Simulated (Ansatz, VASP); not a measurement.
## NiSb in VASP and in Ansatz

File INCAR:

```
PREC = Accurate
ENCUT = 600
EDIFF = 1E-6
ISMEAR = 0
SIGMA = 0.1
LREAL = F
LASPH = T
NELM = 100
ALGO = Normal
ISIF = 3
LWAVE = F
LCHARG = F
GGA = PS
IBRION = 2
NSW = 80
EDIFFG = -0.05
```

KPOINTS

```
Automatic mesh
0
Gamma
  6 6 4
```

Contents of POSCAR:

```
NiSb
1.0
    4.0103836219      0.0000000000      0.0000000000
   -2.0051918110      3.4730940955      0.0000000000
    0.0000000000      0.0000000000      5.3186725991
Sb Ni
2 2
Direct
    0.3333333333      0.6666666667      0.2500000000
    0.6666666667      0.3333333333      0.7500000000
    0.0000000000      0.0000000000      0.0000000000
    0.0000000000      0.0000000000      0.5000000000
```

Input for Ansatz:

```yaml
crystal:
  lattice:
    - [4.0103836219, 0.0, 0.0]
    - [-2.005191811, 3.4730940955, 0.0]
    - [0.0, 0.0, 5.3186725991]
  atoms:
    - { symbol: Sb, position: [0.3333333333, 0.6666666667, 0.25] }
    - { symbol: Sb, position: [0.6666666667, 0.3333333333, 0.75] }
    - { symbol: Ni, position: [0.0, 0.0, 0.0] }
    - { symbol: Ni, position: [0.0, 0.0, 0.5] }
basis:
  ecutwfc: 420
kpoints:
  mp_grid: { grid: [6, 6, 4] }
hamiltonian:
  xc: pbesol
scf:
  occupations: { method: gaussian, width: 0.1 }
output:
  forces: true
  stress: true
  eigenvalues: true
relax:
  adjacent_minimum: "off"
  f_tol: 0.05
  max_steps: 60
  cell: { stress_tol: 0.5 }
```

Alike in both runs: task relaxation of cell and atoms; functional PBEsol; k mesh 6 × 6 × 4; occupations gaussian, width 0.1 eV; no spin polarisation.

```csv
,VASP,Ansatz
version,VASP 6.6.1,Ansatz 0.2.0
potentials or method,"VASP PAW PBE potentials, release 64 (Sb, Ni)","scalar-relativistic, plane waves, PAW"
plane-wave cutoff (eV),600,420
valence electrons in the cell,30,66
```

Ansatz gave:

- gap on the k mesh at the Fermi level, each at its own relaxed structure (eV): none
- relaxed volume (Å³/atom): 16.85
- relaxed cell length with the largest relative difference (Å): 5.097
- energy change over the relaxation (meV/atom): -55

Problem. Estimate VASP's values.

Solution. gap on the k mesh at the Fermi level, each at its own relaxed structure (eV): none; relaxed volume (Å³/atom): 16.84; relaxed cell length with the largest relative difference (Å): 5.115; energy change over the relaxation (meV/atom): -55.

A gap of «none» marks a metal or a gap that the smearing closes. The two sets of potentials don't hold the same shells in valence.

Caveats: the PAW data sets were made with another functional, which shifts forces and pressure a little (VASP). Spin polarisation is off, so any magnetic state and its effect on volume and gap are missing. The runs have no spin-orbit coupling, so splittings on Sb are missing.
